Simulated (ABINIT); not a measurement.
Ti, 2 atoms in the cell. It takes space group P6_3/mmc (No. 194, hexagonal). The conventional cell has a = 2.950 Å, b = 2.950 Å, c = 4.680 Å, α = 90.00°, β = 90.00°, γ = 120.00°. Ti (site symmetry -6m2) has 12 Ti at 2.89 to 2.95 Å as nearest neighbours. 

* Program: ABINIT 10.8.3 (patched build)
* Task: equation of state
* Functional: revPBE
* Potentials or basis: JTH PAW PBE v2.0
* Cutoff: 408 eV
* k mesh: 10 × 10 × 6
* Occupations: fermi-dirac, width 0.05 eV
* Spin: no spin polarisation
* Fine-grid cutoff: 816.342 eV
* Exchange and correlation inside the PAW spheres: full angular mesh (pawxcdev 0, this build's default; the released program takes 1)

Potentials or basis: JTH PAW PBE v2.0.

The run is started by

```sh
$ abinit run.abi > log 2>&1
```

Hardware: 1 thread of Arm Neoverse V2 (shared host).

Task: How long does it take, and how much memory?

Result: It took 79 s on 1 thread of Arm Neoverse V2 (shared host), peak memory 0.14 GiB. Counts: scf iterations 59, mpi ranks 1, k points 56, bands 16, plane waves 634.
